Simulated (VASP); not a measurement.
The input files of a VASP run:

INCAR:
```
SYSTEM = InN
PREC = Accurate; ENCUT = 520; LREAL = .False.
LASPH = .True.
EDIFF = 1E-6; NELM = 100; ALGO = Normal
LMAXMIX = 4; LMIXTAU = .True.
ISMEAR = 1; SIGMA = 0.1
METAGGA = R2SCAN
IBRION = 2; NSW = 60; ISIF = 3
EDIFFG = -0.02
LWAVE = .False.; LCHARG = .False.
```

**KPOINTS**
```
Automatic mesh
0
G
9 9 5
0 0 0
```

**POSCAR**
```
InN
1
    1.7707735061    -3.0670697520    -0.0000000000
    1.7707735061     3.0670697520     0.0000000000
    0.0000000000     0.0000000000     5.7127163886
In N
2 2
Direct
  0.6666670000   0.3333330000   0.4998678299
  0.3333330000   0.6666670000   0.9998678299
  0.6666670000   0.3333330000   0.8791321701
  0.3333330000   0.6666670000   0.3791321701
```

POTCAR, in this order: In_d N (PBE.64 set). Program: vasp_std.

Q: Write an equivalent input for Ansatz.

A: One equivalent input (not run):
Ansatz 0.2 input:
```yaml
crystal:
  lattice:
    - [1.7707735, -3.0670698, 0.0000000]
    - [1.7707735, 3.0670698, 0.0000000]
    - [0.0000000, 0.0000000, 5.7127164]
  atoms:
    - { symbol: In, position: [0.6666670, 0.3333330, 0.4998678] }
    - { symbol: In, position: [0.3333330, 0.6666670, 0.9998678] }
    - { symbol: N, position: [0.6666670, 0.3333330, 0.8791322] }
    - { symbol: N, position: [0.3333330, 0.6666670, 0.3791322] }
kpoints:
  mp_grid: { grid: [9, 9, 5] }
hamiltonian:
  xc: r2scan
  pseudopotentials: { kind: paw }
scf:
  occupations: { method: methfessel_paxton, width: 0.1 }
  max_iter: 100
relax:
  max_steps: 60
  f_tol: 0.02
  cell: {}
output: { forces: true, stress: true, eigenvalues: true }
```
The two are equivalent in intent, not identical: each code has its own PAW files, so the cut-off isn't converted (ENCUT is set for VASP's; basis.ecutwfc is left out, and Ansatz then takes the one that its files recommend); Ansatz stops its SCF on the density residual and VASP on the energy change (EDIFF).

The compound is InN in the wurtzite structure. This run relaxes it. Symmetry was kept, so distortions that lower it aren't found. The start is the result of an earlier pass.
